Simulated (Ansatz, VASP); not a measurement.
NaF (Villiaumite): VASP beside Ansatz

POSCAR

```
NaF
1.0
    0.0000000000      2.2972417931      2.2972417931
    2.2972417931      0.0000000000      2.2972417931
    2.2972417931      2.2972417931      0.0000000000
Na F
1 1
Direct
    0.0000000000      0.0000000000      0.0000000000
    0.5000000000      0.5000000000      0.5000000000
```

File INCAR.step1:

```
SYSTEM = NaF
ALGO = Normal ; EDIFF = 1E-5
ENCUT = 520 ; GGA = PE
ISIF = 2 ; ISMEAR = 0
LASPH = .TRUE. ; LREAL = .FALSE.
LWAVE = .TRUE. ; NBANDS = 14
NELM = 80 ; PREC = Accurate
SIGMA = 0.01
```

Contents of INCAR.step2:

```
SYSTEM = NaF
ALGO = Normal ; EDIFF = 1E-6
ENCUT = 520 ; GGA = PE
HFSCREEN = 0.2079 ; ISIF = 2
ISMEAR = 0 ; ISTART = 1
LASPH = .TRUE. ; LCHARG = .TRUE.
LELF = .TRUE. ; LHFCALC = .TRUE.
LREAL = .FALSE. ; LVHAR = .TRUE.
LWAVE = .FALSE. ; NBANDS = 14
NELM = 80 ; PREC = Accurate
PRECFOCK = Normal ; SIGMA = 0.01
```

KPOINTS

```
k-points
0
G
  4 4 4
  0 0 0
```

Input for Ansatz:

```yaml
crystal:
  lattice:
    - [0.0, 2.2972417931, 2.2972417931]
    - [2.2972417931, 0.0, 2.2972417931]
    - [2.2972417931, 2.2972417931, 0.0]
  atoms:
    - { symbol: Na, position: [0.0, 0.0, 0.0] }
    - { symbol: F, position: [0.5, 0.5, 0.5] }
kpoints:
  mp_grid: { grid: [4, 4, 4] }
hamiltonian:
  xc: hse06
scf:
  occupations: { method: fixed }
  n_extra_bands: 4
output:
  forces: true
  stress: true
  eigenvalues: true
```

Alike in both runs: task single point; functional HSE06; k mesh 4 × 4 × 4; no spin polarisation.

|  | VASP | Ansatz |
| --- | --- | --- |
| version | VASP 6.6.1 | Ansatz 0.2.0 |
| potentials or method | VASP PAW PBE potentials, release 64 (Na_pv, F) | plane waves, PAW |
| plane-wave cutoff (eV) | 520 | 420 |
| occupations | gaussian, width 0.01 eV | fixed |
| valence electrons in the cell | 14 | 16 |

VASP gave:

* gap on the k mesh at the Fermi level (eV): 8.61
* pressure (GPa): 1.6

Problem. Estimate Ansatz's values.

Solution. gap on the k mesh at the Fermi level (eV): 8.64; pressure (GPa): 1.5.

The two sets of potentials don't hold the same shells in valence. Ansatz warned: «stress_exchange_threshold_loose».

Caveats: the k mesh is coarse (spacing up to 0.59 Å⁻¹), so the values aren't converged, least of all with exact exchange; the PAW data sets were made with another functional, which shifts forces and pressure a little (VASP).
